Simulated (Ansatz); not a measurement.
Crystal: Cr.

```
Cr
1.0
    -1.48445    1.48445    1.48445
     1.48445   -1.48445    1.48445
     1.48445    1.48445   -1.48445
Cr
1
Direct
  0.00000 0.00000 0.00000
```

Program: Ansatz 0.2.0. Alike in all runs: task single point; level PBEsol; potentials or basis Ansatz PAW; cell as given; k mesh 10 × 10 × 10; cutoff (eV) 420; smearing fermi-dirac 0.05 eV.

Q: Order these runs on this cell by their pressure, lowest first.
A. spin collinear, ferromagnetic start; fixed moment (μB) 0.8
B. spin collinear, program default start; fixed moment (μB) 0.0
C. spin collinear, ferromagnetic start; fixed moment (μB) 3.8
D. spin collinear, ferromagnetic start; fixed moment (μB) 1.5
E. spin collinear, ferromagnetic start; fixed moment (μB) 2.2

A: B (-31.8 GPa), A (-26.6 GPa), D (-16.4 GPa), E (-2.9 GPa), C (40.3 GPa).

Caveats: the total moment is fixed, so each spin has its own Fermi level; the PAW data sets come from PBE, with cores solved anew for the run's functional, which leaves a small shift of forces and pressure; the thresholds are loose for stress; a pressure of tens of GPa on the cell as given is suspect, and the run, the potentials or the cell itself is likely at fault (some runs).
